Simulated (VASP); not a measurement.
# AlN (P6_3mc) in VASP: a series of runs

The runs below take AlN through single point, with PBE, r2SCAN, HSE06.

All numbers are computed with VASP 6.6.1; they aren't measurements. Logs are shortened: lines on timing, memory, paths and dates and some standing lists are left out, and cuts for length are marked.

**Measured values to compare with.**

“Self-assembly of well-separated AlN nanowires directly on sputtered metallic TiN films”, 2019, arxiv:1910.07391 quotes, for a bulk crystal of AlN at 10 K: band gap 6.034 eV (an exciton energy, a little under the gap).

From “Structural and optical properties of self-assembled AlN nanowires grown on SiO2/Si substrates by molecular beam epitaxy”, 2024, arxiv:2402.00216, for a bulk crystal of AlN at 0 K: band gap 6.0343 eV (an exciton energy, a little under the gap).

The results are compared with them further down.

### Step 1. The structure

The structure is hexagonal, space group P6_3mc (No. 186). The conventional cell has a = 3.113 Å, b = 3.113 Å, c = 4.981 Å, α = 90.00°, β = 90.00°, γ = 120.00°. Al (site symmetry 3m) has 4 N at 1.89 Å as nearest neighbours. N (site symmetry 3m) is surrounded by 4 Al at 1.89 Å.

### Step 2. Single point, PBE

INCAR

```
PREC = Accurate
ENCUT = 520
EDIFF = 1E-7
ISMEAR = -1
SIGMA = 0.02
LREAL = F
LASPH = T
NELM = 80
ALGO = Normal
ISIF = 2
LWAVE = F
LCHARG = F
GGA = PE
NBANDS = 16
KPAR = 4
```

KPOINTS

```
regular mesh
0
Gamma
  8 8 5
```

POSCAR

```
AlN
1.0
    3.1130000000      0.0000000000      0.0000000000
   -1.5565000000      2.6959370820      0.0000000000
    0.0000000000      0.0000000000      4.9810000000
Al N
2 2
Direct
    0.3333333333      0.6666666667      0.0000000000
    0.6666666667      0.3333333333      0.5000000000
    0.3333333333      0.6666666667      0.3800000000
    0.6666666667      0.3333333333      0.8800000000
```

Potentials or basis: VASP PAW PBE potentials, release 64 (Al, N).

The run is started by

```sh
cat potpaw_PBE.64/Al/POTCAR potpaw_PBE.64/N/POTCAR > POTCAR
mpirun -np 4 vasp_std > vasp.out
```

OUTCAR:

```text
PREC = Accurate
   ENCUT = 520
   EDIFF = 1E-7
   ISMEAR = -1
   LREAL = F
   LASPH = T
   NELM = 80
   ISIF = 2
   GGA = PE

 ion  position               nearest neighbor table
   1  0.333  0.667  0.000-   3 1.89   4 1.89   4 1.89   4 1.89   2 3.07   2 3.07   2 3.07   2 3.07
                             2 3.07   2 3.07
   2  0.667  0.333  0.500-   4 1.89   3 1.89   3 1.89   3 1.89   1 3.07   1 3.07   1 3.07   1 3.07
                             1 3.07   1 3.07
   3  0.333  0.667  0.380-   1 1.89   2 1.89   2 1.89   2 1.89
   4  0.667  0.333  0.880-   2 1.89   1 1.89   1 1.89   1 1.89

  LATTYP: Found a hexagonal cell.
 ALAT       =     3.1130000000
 C/A-ratio  =     1.6000642467

  Lattice vectors:

 A1 = (   3.1130000000,   0.0000000000,   0.0000000000)
 A2 = (  -1.5565000000,   2.6959370820,   0.0000000000)
 A3 = (   0.0000000000,   0.0000000000,   4.9810000000)

Analysis of symmetry for initial positions (statically):
=====================================================================
 Subroutine PRICEL returns:
 Original cell was already a primitive cell.

 Routine SETGRP: Setting up the symmetry group for a
 hexagonal supercell.

 Subroutine GETGRP returns: Found 12 space group operations
 (whereof  6 operations were pure point group operations)
 out of a pool of 24 trial point group operations.

The static configuration has the point symmetry C_3v.
 The point group associated with its full space group is C_6v.

Analysis of symmetry for dynamics (positions and initial velocities):
=====================================================================
 Subroutine PRICEL returns:
 Original cell was already a primitive cell.

 Routine SETGRP: Setting up the symmetry group for a
 hexagonal supercell.

 Subroutine GETGRP returns: Found 12 space group operations
 (whereof  6 operations were pure point group operations)
 out of a pool of 24 trial point group operations.

The dynamic configuration has the point symmetry C_3v.
 The point group associated with its full space group is C_6v.

 Subroutine INISYM returns: Found 12 space group operations
 (whereof  6 operations are pure point group operations),
 and found     1 'primitive' translations

----------------------------------------------------------------------------------------

                                     Primitive cell

  volume of cell :      41.8028

  direct lattice vectors                    reciprocal lattice vectors
     3.113000000  0.000000000  0.000000000     0.321233537  0.185464269  0.000000000
    -1.556500000  2.695937082  0.000000000     0.000000000  0.370928538  0.000000000
     0.000000000  0.000000000  4.981000000     0.000000000  0.000000000  0.200762899

  length of vectors
     3.113000000  3.113000000  4.981000000     0.370928538  0.370928538  0.200762899

  position of ions in fractional coordinates (direct lattice)
     0.333333333  0.666666667  0.000000000
     0.666666667  0.333333333  0.500000000
     0.333333333  0.666666667  0.380000000
     0.666666667  0.333333333  0.880000000

  ion indices of the primitive-cell ions
   primitive index   ion index
                 1           1
                 2           2
                 3           3
                 4           4

----------------------------------------------------------------------------------------

 KPOINTS: regular mesh

Automatic generation of k-mesh.
 Grid dimensions read from file:
 generate k-points for:    8    8    5

 Generating k-lattice:

  Cartesian coordinates                     Fractional coordinates (reciprocal lattice)
     0.040154192  0.023183034  0.000000000     0.125000000  0.000000000  0.000000000
     0.000000000  0.046366067  0.000000000     0.000000000  0.125000000  0.000000000
     0.000000000  0.000000000  0.040152580     0.000000000  0.000000000  0.200000000

  Length of vectors
     0.046366067  0.046366067  0.040152580

  Shift w.r.t. Gamma in fractional coordinates (k-lattice)
     0.000000000  0.000000000  0.000000000

 Subroutine IBZKPT returns following result:
 ===========================================

 Found     30 irreducible k-points:

 Following reciprocal coordinates:
            Coordinates               Weight
  0.000000  0.000000  0.000000      1.000000
  0.125000  0.000000  0.000000      6.000000
  0.250000  0.000000  0.000000      6.000000
  0.375000  0.000000  0.000000      6.000000
  0.500000  0.000000  0.000000      3.000000
  0.125000  0.125000  0.000000      6.000000
[... 16 lines left out ...]
  0.250000  0.000000  0.400000     12.000000
  0.375000  0.000000  0.400000     12.000000
 [... further k-points ...]
   k-points           NKPTS =     30   k-points in BZ     NKDIM =     30   number of bands    NBANDS=     16
   number of dos      NEDOS =    301   number of ions     NIONS =      4
   total plane-waves  NPLWV =  23040
   dimension x,y,z NGX =    24 NGY =   24 NGZ =   40
   dimension x,y,z NGXF=    48 NGYF=   48 NGZF=   80
   ions per type =               2   2
   NGX,Y,Z   is equivalent  to a cutoff of  12.82, 12.82, 13.35 a.u.
   NGXF,Y,Z  is equivalent  to a cutoff of  25.63, 25.63, 26.70 a.u.
 SYSTEM =  unknown system
   PREC   = accura    normal or accurate (medium, high low for compatibility)
   ISTART =      0    job   : 0-new  1-cont  2-samecut
   ICHARG =      2    charge: 1-file 2-atom 10-const
   ISPIN  =      1    spin polarized calculation?
   LNONCOLLINEAR =      F non collinear calculations
   LSORBIT =      F    spin-orbit coupling
   LASPH  =      T    aspherical Exc in radial PAW
   ENCUT  =  520.0 eV  38.22 Ry    6.18 a.u.   5.79  5.79  9.26*2*pi/ulx,y,z
   NELM   =     80;   NELMIN=  2; NELMDL= -5     # of ELM steps
   EDIFF  = 0.1E-06   stopping-criterion for ELM
   LREAL  =      F    real-space projection
   EDIFFG = 0.1E-05   stopping-criterion for IOM
   NSW    =      0    number of steps for IOM
   IBRION =     -1    ionic relax: 0-MD 1-quasi-New 2-CG
   NFREE  =      0    steps in history (QN), initial steepest desc. (CG)
   ISIF   =      2    stress and relaxation
   ISYM   =      2    0-nonsym 1-usesym 2-fastsym
   POTIM  = 0.5000    time-step for ionic-motion
   TEBEG  =    0.0;   TEEND  =   0.0 temperature during run
   PSTRESS=    0.0 pullay stress
   NELECT =      16.0000    total number of electrons
   NUPDOWN=      -1.0000    fix difference up-down
   EMIN   =  10.00;   EMAX   =-10.00  energy-range for DOS
   EFERMI =   0.00;   METHOD = LEGACY
   ISMEAR =    -1;   SIGMA  =   0.02  broadening in eV -4-tet -1-fermi 0-gaus
   EFERMI_NEDOS =   21; number of points for ismear=-14 and -15
   IALGO  =     38    algorithm
   IMIX   =      4    mixing-type and parameters
     AMIX     =   0.40;   BMIX     =  1.00
     AMIX_MAG =   1.60;   BMIX_MAG =  1.00
  volume/ion in A,a.u.               =      10.45        70.52
  Fermi-wavevector in a.u.,A,eV,Ry     =   1.188629  2.246183 19.222843  1.412839
  Thomas-Fermi vector in A             =   2.324754
   LORBIT       =      0    0 simple, 1 ext, 2 COOP (PROOUT), +10 PAW based schemes
   GGA     = PE    functional components
   LHFCALC =     F    Hartree Fock is set to
   AEXX    =    0.0000 exact exchange contribution
   IVDW    =     0    specifies the selected vdW correction
   LEPSILON=     F    determine dielectric tensor
   LRPA    =     F    only Hartree local field effects (RPA)
 non-spin polarized calculation
  energy-cutoff  :      520.00
  volume of cell :       41.80
 maximum number of plane-waves:      1140
 NGX is ok and might be reduce to    24
   NGX = 11   NGY = 11   NGZ = 19

 number of electron      15.9999997 magnetization

 Free energy of the ion-electron system (eV)
  ---------------------------------------------------
  ext. energy  EPLUGINS =         0.00000000
  ---------------------------------------------------
  free energy    TOTEN  =       -29.77120023 eV

  energy without entropy =      -29.77120023  energy(sigma->0) =      -29.77120023

 E-fermi :   6.5858     XC(G=0): -10.9069

 val. band max:        6.1216300972   @ k =   0.0000   0.0000   0.0000
 cond. band min:      10.3450757757   @ k =   0.0000   0.0000   0.0000
 fundamental gap:      4.2234456785
 Fermi energy:         6.5857952114

 k-point     1 :       0.0000    0.0000    0.0000
  band No.  band energies     occupation
      1      -9.0372      2.00000
      2      -6.8888      2.00000
      3       0.1488      2.00000
      4       5.2901      2.00000
      5       5.2901      2.00000
      6       5.9421      2.00000
[... 8 lines left out ...]
     15      19.2857      0.00000
     16      19.2857      0.00000

 k-point     2 :       0.1250    0.0000    0.0000
  band No.  band energies     occupation
      1      -8.8401      2.00000
      2      -6.7795      2.00000
      3       0.3842      2.00000
      4       4.4203      2.00000
      5       5.0471      2.00000
      6       5.1175      2.00000
[... 8 lines left out ...]
     15      18.9977      0.00000
     16      19.2161      0.00000

 k-point     3 :       0.2500    0.0000    0.0000
  band No.  band energies     occupation
      1      -8.2902      2.00000
      2      -6.5221      2.00000
      3       1.0603      2.00000
      4       2.6980      2.00000
      5       3.6913      2.00000
      6       4.5820      2.00000
[... 8 lines left out ...]
     15      18.2589      0.00000
     16      19.4252      0.00000

 k-point     4 :       0.3750    0.0000    0.0000
  band No.  band energies     occupation
      1      -7.5469      2.00000
      2      -6.3378      2.00000
      3       1.2540      2.00000
      4       2.0493      2.00000
      5       2.4906      2.00000
      6       4.2030      2.00000
[... 8 lines left out ...]
     15      18.4222      0.00000
     16      20.9977      0.00000
[... 324 lines left out ...]
 k-point    22 :       0.1250    0.0000    0.4000
  band No.  band energies     occupation
      1      -8.2689      2.00000
      2      -7.6585      2.00000
      3       2.0282      2.00000
      4       3.4439      2.00000
      5       4.8811      2.00000
      6       5.3068      2.00000
[... 8 lines left out ...]
     15      18.2050      0.00000
     16      18.3361      0.00000

 k-point    23 :       0.2500    0.0000    0.4000
  band No.  band energies     occupation
      1      -7.7767      2.00000
      2      -7.2444      2.00000
      3       1.7891      2.00000
      4       2.4743      2.00000
      5       4.0486      2.00000
      6       4.9389      2.00000
[... 8 lines left out ...]
     15      18.6660      0.00000
     16      19.2214      0.00000

 k-point    24 :       0.3750    0.0000    0.4000
  band No.  band energies     occupation
      1      -7.1552      2.00000
      2      -6.7810      2.00000
      3       0.9051      2.00000
      4       1.3035      2.00000
      5       4.1116      2.00000
      6       4.6073      2.00000
[... 8 lines left out ...]
     15      18.7486      0.00000
     16      19.9397      0.00000

 [... further k-points ...]

------------------------ aborting loop because EDIFF is reached ----------------------------------------

  FORCE on cell =-STRESS in cart. coord.  units (eV):
  Direction    XX          YY          ZZ          XY          YZ          ZX
  --------------------------------------------------------------------------------------
  -------------------------------------------------------------------------------------
  Total        0.7579750      0.7579750      1.1901367      0.0000000      0.0000000     -0.0000000
  in kB       29.0509289     29.0509289     45.6144042      0.0000000      0.0000000     -0.0000000
  external PRESSURE =      34.5720873 kB  Pullay stress =       0.0000000 kB

 VOLUME and BASIS-vectors are now :
 -----------------------------------------------------------------------------
  energy-cutoff  :      520.00
  volume of cell :       41.80
      direct lattice vectors                 reciprocal lattice vectors
     3.113000000  0.000000000  0.000000000     0.321233537  0.185464269  0.000000000
    -1.556500000  2.695937082  0.000000000     0.000000000  0.370928538  0.000000000
     0.000000000  0.000000000  4.981000000     0.000000000  0.000000000  0.200762899

 POSITION                                       TOTAL-FORCE (eV/Angst)
 -----------------------------------------------------------------------------------
     -0.00000      1.79729      0.00000        -0.000000     -0.000000     -0.128931
      1.55650      0.89865      2.49050         0.000000     -0.000000     -0.128931
     -0.00000      1.79729      1.89278         0.000000     -0.000000      0.128931
      1.55650      0.89865      4.38328        -0.000000      0.000000      0.128931
 -----------------------------------------------------------------------------------
    total drift:                               -0.000000     -0.000000      0.000366

  FREE ENERGIE OF THE ION-ELECTRON SYSTEM (eV)
  ---------------------------------------------------
  free  energy   TOTEN  =       -29.7712002321 eV

  energy  without entropy=      -29.7712002321  energy(sigma->0) =      -29.77120023
```

Wall time 5.4 s (4 MPI ranks of Intel Xeon Platinum 8259CL at 2.50GHz (Skylake/Cascade Lake), shared host); peak memory 0.15 GiB.

What came out:

| Property | Result |
| --- | --- |
| Free energy | -29.7712 eV |
| Pressure | 3.5 GPa |
| Largest force | 0.129 eV/Å |
| Band gap on the k mesh | 4.22 eV, direct |

Forces on the atoms (eV/Å):
```
Al   0.000  0.000 -0.129
Al   0.000  0.000 -0.129
N    0.000  0.000  0.129
N    0.000  0.000  0.129
```

Stress tensor (GPa, compression positive):
```
2.91 0.00 0.00
0.00 2.91 0.00
0.00 0.00 4.56
```

(Continued in part 2 of 3.)
